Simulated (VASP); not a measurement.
# Pm (Im-3m) in VASP: a series of runs

The runs below take Pm through single point, with PBE.

Program: VASP 6.6.1. These are calculated values, not measurements. Logs are shortened: lines on timing, memory, paths and dates and some standing lists are left out, and cuts for length are marked.

## (1) The structure

Symmetry: Im-3m, No. 229, cubic system. The conventional cell has a = 4.065 Å, b = 4.065 Å, c = 4.065 Å, α = 90.00°, β = 90.00°, γ = 90.00°. Pm (site symmetry m-3m) has 8 Pm at 3.52 Å as nearest neighbours.

The cell was built by a generator and needn't be a form met in nature.

## (2) Single point, PBE, collinear spin, typed start

Input file INCAR:

```
SYSTEM = Pm
PREC = Accurate ; ENCUT = 520
EDIFF = 1E-6 ; ISMEAR = 0
SIGMA = 0.05 ; LREAL = .FALSE.
LASPH = .TRUE. ; NELM = 150
ALGO = Fast ; ISIF = 2
LWAVE = .FALSE. ; LCHARG = .TRUE.
ISPIN = 2 ; MAGMOM = 4
LORBIT = 11 ; LMAXMIX = 6
GGA = PE ; LELF = .TRUE.
LVHAR = .TRUE. ; NBANDS = 18
```

Input file KPOINTS:

```
regular mesh
0
G
  14 14 14
  0 0 0
```

Input file POSCAR:

```
Pm
1.0
   -2.0326459911      2.0326459911      2.0326459911
    2.0326459911     -2.0326459911      2.0326459911
    2.0326459911      2.0326459911     -2.0326459911
Pm
1
Direct
    0.0000000000      0.0000000000      0.0000000000
```

Potentials or basis: VASP PAW PBE potentials, release 64 (Pm).

Started as:

```
> cat potpaw_PBE.64/Pm/POTCAR > POTCAR
> mpirun -np 1 vasp_std > vasp.out
```

OUTCAR:

```text
SYSTEM = Pm
   PREC = Accurate
   ENCUT = 520
   EDIFF = 1E-6
   ISMEAR = 0
   LREAL = .FALSE.
   LASPH = .TRUE.
   NELM = 150
   ISIF = 2
   ISPIN = 2
   LORBIT = 11
   GGA = PE

 ion  position               nearest neighbor table
   1  0.000  0.000  0.000-

  LATTYP: Found a body centered cubic cell.
 ALAT       =     4.0652919822

  Lattice vectors:

 A1 = (  -2.0326459911,   2.0326459911,   2.0326459911)
 A2 = (   2.0326459911,  -2.0326459911,   2.0326459911)
 A3 = (   2.0326459911,   2.0326459911,  -2.0326459911)

Analysis of symmetry for initial positions (statically):
=====================================================================
 Subroutine PRICEL returns:
 Original cell was already a primitive cell.

 Routine SETGRP: Setting up the symmetry group for a
 body centered cubic supercell.

 Subroutine GETGRP returns: Found 48 space group operations
 (whereof 48 operations were pure point group operations)
 out of a pool of 48 trial point group operations.

The static configuration has the point symmetry O_h .

Analysis of symmetry for dynamics (positions and initial velocities):
=====================================================================
 Subroutine PRICEL returns:
 Original cell was already a primitive cell.

 Routine SETGRP: Setting up the symmetry group for a
 body centered cubic supercell.

 Subroutine GETGRP returns: Found 48 space group operations
 (whereof 48 operations were pure point group operations)
 out of a pool of 48 trial point group operations.

The dynamic configuration has the point symmetry O_h .

Analysis of structural, dynamic, and magnetic symmetry:
=====================================================================
 Subroutine PRICEL returns:
 Original cell was already a primitive cell.

 Routine SETGRP: Setting up the symmetry group for a
 body centered cubic supercell.

 Subroutine GETGRP returns: Found 48 space group operations
 (whereof 48 operations were pure point group operations)
 out of a pool of 48 trial point group operations.

The overall configuration has the point symmetry O_h .

 Subroutine INISYM returns: Found 48 space group operations
 (whereof 48 operations are pure point group operations),
 and found     1 'primitive' translations

----------------------------------------------------------------------------------------

                                     Primitive cell

  volume of cell :      33.5927

  direct lattice vectors                    reciprocal lattice vectors
    -2.032645991  2.032645991  2.032645991     0.000000000  0.245984791  0.245984791
     2.032645991 -2.032645991  2.032645991     0.245984791  0.000000000  0.245984791
     2.032645991  2.032645991 -2.032645991     0.245984791  0.245984791  0.000000000

  length of vectors
     3.520646130  3.520646130  3.520646130     0.347875028  0.347875028  0.347875028

  position of ions in fractional coordinates (direct lattice)
     0.000000000  0.000000000  0.000000000

  ion indices of the primitive-cell ions
   primitive index   ion index
                 1           1

----------------------------------------------------------------------------------------

 KPOINTS: regular mesh

Automatic generation of k-mesh.
 Grid dimensions read from file:
 generate k-points for:   14   14   14

 Generating k-lattice:

  Cartesian coordinates                     Fractional coordinates (reciprocal lattice)
     0.000000000  0.017570342  0.017570342     0.071428571  0.000000000  0.000000000
     0.017570342  0.000000000  0.017570342     0.000000000  0.071428571  0.000000000
     0.017570342  0.017570342  0.000000000     0.000000000  0.000000000  0.071428571

  Length of vectors
     0.024848216  0.024848216  0.024848216

  Shift w.r.t. Gamma in fractional coordinates (k-lattice)
     0.000000000  0.000000000  0.000000000

 Subroutine IBZKPT returns following result:
 ===========================================

 Found    104 irreducible k-points:

 Following reciprocal coordinates:
            Coordinates               Weight
  0.000000  0.000000  0.000000      1.000000
  0.071429  0.000000  0.000000     12.000000
  0.142857  0.000000  0.000000     12.000000
  0.214286  0.000000  0.000000     12.000000
  0.285714  0.000000  0.000000     12.000000
  0.357143  0.000000  0.000000     12.000000
[... 16 lines left out ...]
  0.285714  0.285714  0.000000     24.000000
  0.357143  0.285714 -0.000000     24.000000
 [... further k-points ...]
   k-points           NKPTS =    104   k-points in BZ     NKDIM =    104   number of bands    NBANDS=     18
   number of dos      NEDOS =    301   number of ions     NIONS =      1
   total plane-waves  NPLWV =  21952
   dimension x,y,z NGX =    28 NGY =   28 NGZ =   28
   dimension x,y,z NGXF=    56 NGYF=   56 NGZF=   56
   ions per type =               1
   NGX,Y,Z   is equivalent  to a cutoff of  13.22, 13.22, 13.22 a.u.
   NGXF,Y,Z  is equivalent  to a cutoff of  26.44, 26.44, 26.44 a.u.
 SYSTEM =  Pm
   PREC   = accura    normal or accurate (medium, high low for compatibility)
   ISTART =      0    job   : 0-new  1-cont  2-samecut
   ICHARG =      2    charge: 1-file 2-atom 10-const
   ISPIN  =      2    spin polarized calculation?
   LNONCOLLINEAR =      F non collinear calculations
   LSORBIT =      F    spin-orbit coupling
   LASPH  =      T    aspherical Exc in radial PAW
   ENCUT  =  520.0 eV  38.22 Ry    6.18 a.u.   6.55  6.55  6.55*2*pi/ulx,y,z
   NELM   =    150;   NELMIN=  2; NELMDL= -5     # of ELM steps
   EDIFF  = 0.1E-05   stopping-criterion for ELM
   LREAL  =      F    real-space projection
   EDIFFG = 0.1E-04   stopping-criterion for IOM
   NSW    =      0    number of steps for IOM
   IBRION =     -1    ionic relax: 0-MD 1-quasi-New 2-CG
   NFREE  =      0    steps in history (QN), initial steepest desc. (CG)
   ISIF   =      2    stress and relaxation
   ISYM   =      2    0-nonsym 1-usesym 2-fastsym
   POTIM  = 0.5000    time-step for ionic-motion
   TEBEG  =    0.0;   TEEND  =   0.0 temperature during run
   PSTRESS=    0.0 pullay stress
   NELECT =      15.0000    total number of electrons
   NUPDOWN=      -1.0000    fix difference up-down
   EMIN   =  10.00;   EMAX   =-10.00  energy-range for DOS
   EFERMI =   0.00;   METHOD = LEGACY
   ISMEAR =     0;   SIGMA  =   0.05  broadening in eV -4-tet -1-fermi 0-gaus
   EFERMI_NEDOS =   21; number of points for ismear=-14 and -15
   IALGO  =     68    algorithm
   IMIX   =      4    mixing-type and parameters
     AMIX     =   0.40;   BMIX     =  1.00
     AMIX_MAG =   1.60;   BMIX_MAG =  1.00
  volume/ion in A,a.u.               =      33.59       226.69
  Fermi-wavevector in a.u.,A,eV,Ry     =   1.251287  2.364589 21.302893  1.565718
  Thomas-Fermi vector in A             =   2.385241
   LORBIT       =     11    0 simple, 1 ext, 2 COOP (PROOUT), +10 PAW based schemes
   GGA     = PE    functional components
   LHFCALC =     F    Hartree Fock is set to
   AEXX    =    0.0000 exact exchange contribution
   IVDW    =     0    specifies the selected vdW correction
   LEPSILON=     F    determine dielectric tensor
   LRPA    =     F    only Hartree local field effects (RPA)
 spin polarized calculation
 RMM-DIIS sequential band-by-band and
 Gauss-broadening in eV      SIGMA  =   0.05
  energy-cutoff  :      520.00
  volume of cell :       33.59
 maximum number of plane-waves:       935
 NGX is ok and might be reduce to    28
   NGX = 13   NGY = 13   NGZ = 13

 number of electron      14.9999998 magnetization       5.2501281

 Free energy of the ion-electron system (eV)
  ---------------------------------------------------
  ext. energy  EPLUGINS =         0.00000000
  ---------------------------------------------------
  free energy    TOTEN  =        -7.69487405 eV

  energy without entropy =       -7.68782621  energy(sigma->0) =       -7.69135013

 E-fermi :   6.0276     XC(G=0):  -9.9008

 val. band max:        6.0249743227   @ k =   0.3571   0.1429  -0.0000
 cond. band min:       6.0278747374   @ k =   0.3571   0.2857  -0.0000
 fundamental gap:      0.0029004147
 Fermi energy:         6.0275716122

 spin component 1

 k-point     1 :       0.0000    0.0000    0.0000
  band No.  band energies     occupation
      1     -32.6985      1.00000
      2     -12.5520      1.00000
      3     -12.5520      1.00000
      4     -12.5520      1.00000
      5       1.7426      1.00000
      6       5.4990      1.00000
[... 10 lines left out ...]
     17      10.0604      0.00000
     18      16.6511      0.00000

 k-point     2 :       0.0714    0.0000    0.0000
  band No.  band energies     occupation
      1     -32.6919      1.00000
      2     -12.6136      1.00000
      3     -12.5701      1.00000
      4     -12.5527      1.00000
      5       1.9045      1.00000
      6       5.4746      1.00000
[... 10 lines left out ...]
     17      10.0745      0.00000
     18      16.8388      0.00000

 k-point     3 :       0.1429    0.0000    0.0000
  band No.  band energies     occupation
      1     -32.6734      1.00000
      2     -12.7816      1.00000
      3     -12.6201      1.00000
      4     -12.5544      1.00000
      5       2.3555      1.00000
      6       5.4167      1.00000
[... 10 lines left out ...]
     17      10.1248      0.00000
     18      17.1504      0.00000

 k-point     4 :       0.2143    0.0000    0.0000
  band No.  band energies     occupation
      1     -32.6466      1.00000
      2     -13.0143      1.00000
      3     -12.6913      1.00000
      4     -12.5570      1.00000
      5       2.9851      1.00000
      6       5.3545      1.00000
[... 375 lines left out ...]
      4     -12.6743      1.00000
      5       4.7625      1.00000
      6       5.2267      1.00000
[... 10 lines left out ...]
     17      14.1945      0.00000
     18      14.5307      0.00000

 k-point    23 :       0.2857    0.2857    0.0000
  band No.  band energies     occupation
      1     -32.5519      1.00000
      2     -13.4496      1.00000
      3     -13.1552      1.00000
      4     -12.6869      1.00000
      5       4.9593      1.00000
      6       5.2228      1.00000
[... 10 lines left out ...]
     17      14.1685      0.00000
     18      14.5657      0.00000

 k-point    24 :       0.3571    0.2857   -0.0000
  band No.  band energies     occupation
      1     -32.5476      1.00000
      2     -13.4078      1.00000
      3     -13.2378      1.00000
      4     -12.6926      1.00000
      5       5.0127      1.00000
      6       5.2158      1.00000
[... 10 lines left out ...]
     17      13.7248      0.00000
     18      15.3110      0.00000

 [... further k-points ...]

 spin component 2

 k-point     1 :       0.0000    0.0000    0.0000
  band No.  band energies     occupation
      1     -30.5407      1.00000
      2     -10.8885      1.00000
      3     -10.8885      1.00000
      4     -10.8885      1.00000
      5       2.7737      1.00000
      6       8.3125      0.00000
[... 10 lines left out ...]
     17      11.0935      0.00000
     18      17.7361      0.00000

 k-point     2 :       0.0714    0.0000    0.0000
  band No.  band energies     occupation
      1     -30.5332      1.00000
      2     -10.9568      1.00000
      3     -10.9081      1.00000
      4     -10.8893      1.00000
      5       2.9408      1.00000
      6       8.2003      0.00000
[... 10 lines left out ...]
     17      11.1267      0.00000
     18      17.9653      0.00000

 k-point     3 :       0.1429    0.0000    0.0000
  band No.  band energies     occupation
      1     -30.5122      1.00000
      2     -11.1429      1.00000
      3     -10.9626      1.00000
      4     -10.8915      1.00000
      5       3.4042      1.00000
      6       7.9304      0.00000
[... 10 lines left out ...]
     17      11.2204      0.00000
     18      18.2387      0.00000

 k-point     4 :       0.2143    0.0000    0.0000
  band No.  band energies     occupation
      1     -30.4817      1.00000
      2     -11.3993      1.00000
      3     -11.0400      1.00000
      4     -10.8948      1.00000
      5       4.0421      1.00000
      6       7.6337      0.00000
[... 375 lines left out ...]
      4     -11.0235      1.00000
      5       5.8302      1.00000
      6       7.0124      0.00000
[... 10 lines left out ...]
     17      15.4035      0.00000
     18      15.8071      0.00000

 k-point    23 :       0.2857    0.2857    0.0000
  band No.  band energies     occupation
      1     -30.3735      1.00000
      2     -11.8747      1.00000
      3     -11.5517      1.00000
      4     -11.0369      1.00000
      5       6.1214      0.00397
      6       6.9574      0.00000
[... 10 lines left out ...]
     17      15.4947      0.00000
     18      15.7545      0.00000

 k-point    24 :       0.3571    0.2857   -0.0000
  band No.  band energies     occupation
      1     -30.3687      1.00000
      2     -11.8291      1.00000
      3     -11.6425      1.00000
      4     -11.0430      1.00000
      5       6.1971      0.00000
      6       7.0941      0.00000
[... 10 lines left out ...]
     17      15.0853      0.00000
     18      16.4341      0.00000

 [... further k-points ...]

------------------------ aborting loop because EDIFF is reached ----------------------------------------

  FORCE on cell =-STRESS in cart. coord.  units (eV):
  Direction    XX          YY          ZZ          XY          YZ          ZX
  --------------------------------------------------------------------------------------
  -------------------------------------------------------------------------------------
  Total        0.3905689      0.3905689      0.3905689     -0.0000000      0.0000000     -0.0000000
  in kB       18.6278595     18.6278595     18.6278595     -0.0000000      0.0000000     -0.0000000
  external PRESSURE =      18.6278595 kB  Pullay stress =       0.0000000 kB

 VOLUME and BASIS-vectors are now :
 -----------------------------------------------------------------------------
  energy-cutoff  :      520.00
  volume of cell :       33.59
      direct lattice vectors                 reciprocal lattice vectors
    -2.032645991  2.032645991  2.032645991     0.000000000  0.245984791  0.245984791
     2.032645991 -2.032645991  2.032645991     0.245984791  0.000000000  0.245984791
     2.032645991  2.032645991 -2.032645991     0.245984791  0.245984791  0.000000000

 POSITION                                       TOTAL-FORCE (eV/Angst)
 -----------------------------------------------------------------------------------
      0.00000      0.00000      0.00000         0.000000      0.000000      0.000000
 -----------------------------------------------------------------------------------
    total drift:                                0.000000      0.000000      0.000000

  FREE ENERGIE OF THE ION-ELECTRON SYSTEM (eV)
  ---------------------------------------------------
  free  energy   TOTEN  =        -7.6948740497 eV

  energy  without entropy=       -7.6878262066  energy(sigma->0) =       -7.69135013

 total charge

# of ion       s       p       d       f       tot
--------------------------------------------------
    1        2.052   5.486   0.512   4.373  12.423

 magnetization (x)

# of ion       s       p       d       f       tot
--------------------------------------------------
    1       -0.004   0.032   0.212   4.358   4.598
```

Wall time 3 min (1 thread of AMD EPYC 9R45 (Zen 5), shared host); peak memory 0.22 GiB.

Results:

```yaml
Free_energy: -7.6949 eV
Pressure: 1.9 GPa
Band_gap_on_the_k_mesh: none (metal or under the smearing width)
Net_moment: 5.25 μB per cell
Site_moments: Pm +4.60 μB
Valence_electrons_inside_the_program's_atomic_spheres: Pm 12.42
```

Caveat: the magnetic or orbital state may not be the lowest; spin-orbit coupling is left out, which moves the levels of the heavy elements. The state reached can hang on the start; a lower one may exist.

[end of part 1 of 2]
